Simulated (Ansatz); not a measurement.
GaAs in the zincblende structure, 2 atoms and 28 valence electrons in a cell of about 45 Å³, was run 9 times in Ansatz 0.2.0, each time on 2 threads of Arm Neoverse V1, with other jobs on the host. The times are single readings and vary with the host's load.

```csv
run,k mesh,irreducible k,cutoff (eV),plane waves,bands,SCF iterations,wall time,peak host memory (GiB)
"relaxation, PBE",8×8×8,29,420,941,18,29,?,?
"relaxation, r2SCAN",8×8×8,29,500,1139,18,22,11 s,0.46
"bands, PBE",8×8×8,29,420,893,18,6,?,?
"single point, r2SCAN",8×8×8,29,500,1139,18,7,3.6 s,0.44
"single point, HSE06",6×6×6,16,420,893,18,16,?,?
"single point, PBE+SOC",8×8×8,29,420,893,36,7,?,?
"field response, r2SCAN",6×6×6,46,500,1139,18,13,53 s,0.85
"G0W0, PBE, 135 empty bands, 120 eV",4×4×4,8,420,893,18,7,15 s,0.39
"single point, PBE0",6×6×6,16,420,893,18,15,67 s,1.4
```

Q: Estimate the missing times and memories.

A:
```
                  run  wall time  peak host memory (GiB)
           bands, PBE      2.7 s                    0.32
single point, PBE+SOC      7.7 s                    0.48
  single point, HSE06       70 s                     1.4
      relaxation, PBE      5.8 s                    0.34
```

Only the levels marked +SOC include spin-orbit coupling.

With a shallow d shell on the cation, G0W0 converges slowly in bands and cutoff, so these values are in doubt.
